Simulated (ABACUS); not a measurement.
## Cr under changes of volume

One of the cells (14.066 Å³/atom); the others are scaled copies at fixed shape and fractional positions:

```
Cr
1.0
     2.71400    0.00000    0.00000
    -1.35700    2.35039    0.00000
     0.00000    0.00000    4.41000
Cr
2
Direct
  0.66667 0.33333 0.75000
  0.33333 0.66667 0.25000
```

This isn't the form of Cr at room conditions, which is bcc.

```yaml
Program: ABACUS 3.10.1
Functional: PBE
Potentials_or_basis: PseudoDojo NC SR 0.4.1 PBE standard
Cutoff: 1361 eV
Density_cutoff: 5442 eV
Basis: DZP LCAO (the cutoffs set its grid)
k_mesh: 11 × 11 × 6
Occupations: fermi-dirac, width 0.05 eV
Spin: collinear spin, ferromagnetic start
Starting_moments: "[3.0, 3.0] μB"
```

| volume (Å³/atom) | energy over the lowest point (meV/atom) | pressure (GPa) | moment (μB per cell) |
| --- | --- | --- | --- |
| 13.222 | 0.00 | -17.5 | 1.66 |
| 13.503 | ? | ? | ? |
| 13.784 | 70.01 | -21.6 | 2.12 |
| 14.066 | 108.68 | -22.6 | 2.46 |
| 14.347 | 148.81 | -23.6 | 2.72 |
| 14.628 | 190.87 | -24.6 | 2.91 |
| 14.910 | 234.88 | -25.6 | 3.07 |

Q: What does the run at 13.503 Å³/atom give?

A: Energy over the lowest point 33.18 meV/atom; pressure -20.0 GPa; moment 1.83 μB per cell.

Worked out: A Birch-Murnaghan fit of order 3 (a polynomial in V^(-2/3)) to the other rows has no minimum within the range. It gives 33.90 meV/atom at 13.503 Å³/atom, against the run's 33.18, and -dE/dV = -20.0 GPa, against -20.0. A parabola through the other rows of the moment, of slope 0.985 μB per Å³/atom there, gives 1.92 μB, against the run's 1.83.

Energies are extrapolated to zero smearing.

Caveats: the atomic orbitals were generated for these runs and aren't a published set; the basis of atomic orbitals isn't converged, which shifts pressures, moduli and gaps.
